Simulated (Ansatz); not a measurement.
Point defect: C vacancy in SiC

Level of theory: DFT PBEsol, scalar-relativistic, plane waves, PAW in Ansatz 0.2.0. (420 eV cutoff, 2×2×2 k-mesh, Gaussian smearing of 0.01 eV, collinear spin in charge +1, -1 alone)

Host crystal, relaxed:

```xyz
8
Lattice="3.0780 0.0000 0.0000 -1.5390 2.6657 0.0000 0.0000 0.0000 10.0757" Properties=species:S:1:pos:R:3 pbc="T T T"
Si    1.5390    0.8886    9.4493
Si    0.0000    1.7771    4.4114
Si    0.0000    0.0000    6.9311
Si    0.0000    0.0000    1.8932
C     1.5390    0.8886    7.5549
C     0.0000    1.7771    2.5171
C     0.0000    0.0000    5.0424
C     0.0000    0.0000    0.0046
```

Supercell of 32 atoms, rows in host cell vectors: 0 -2 0; -2 0 0; 0 0 -1. Atoms relax at the host's cell from a start displaced at random by 0.06 Å near the defect, so other minima may exist. The cell is small, so energies carry finite-size errors of tenths of an eV. The host's Kohn–Sham gap is 2.12 eV. Atoms are taken from and returned to the elements' standard states. Charged cells are corrected for image charges with the computed static dielectric tensor (mean 10.6) and aligned with the host's potential at far atoms (alignment terms reach 0.40 eV; the program doubts the alignment in some charges, where it is up to 0.40 eV). No band-filling term is added, and the Fermi level counts from the host's valence band top.

Defect: C vacancy at (0.667, 0.333, 0.750) of the host cell.

Task: What is the formation energy of the neutral defect?

Result: 3.33 eV.

Task: Does the neutral defect carry a moment, and how do its surroundings relax?

Result: The neutral run had no spin polarisation, so a moment wasn't tested. The nearest neighbours before are 3 Si at 1.88 Å, 1 Si at 1.89 Å; after relaxation the atoms near the site are 1 Si at 1.87 Å, 2 Si at 1.89 Å, 1 Si at 1.90 Å; the largest move is 0.03 Å.

Task: Charges +1, 0, -1, -2 were computed. Which is stable where in the gap?

Result: Among the charges computed the stable one is +1 at the valence band top, changing to 0 at 0.96 eV, changing to -1 at 2.05 eV. In charge -2 the extra carrier would gain by moving to a band edge of the host, so it isn't bound in the gap. In charge +1, -1, -2 the cell has partly filled bands: a level of the defect may be part filled, the carrier may sit in the host's bands, or levels may cross between the k points, so transitions that involve it are doubtful. Other sites of the defect weren't tried. Levels between neighbouring charges: (+1/0) 0.96 eV, (0/-1) 2.05 eV, (-1/-2) 2.58 eV.

Cost: 5 runs of about 5.1 core-minutes in all, on Intel Xeon 6975P-C (Granite Rapids) (shared hosts).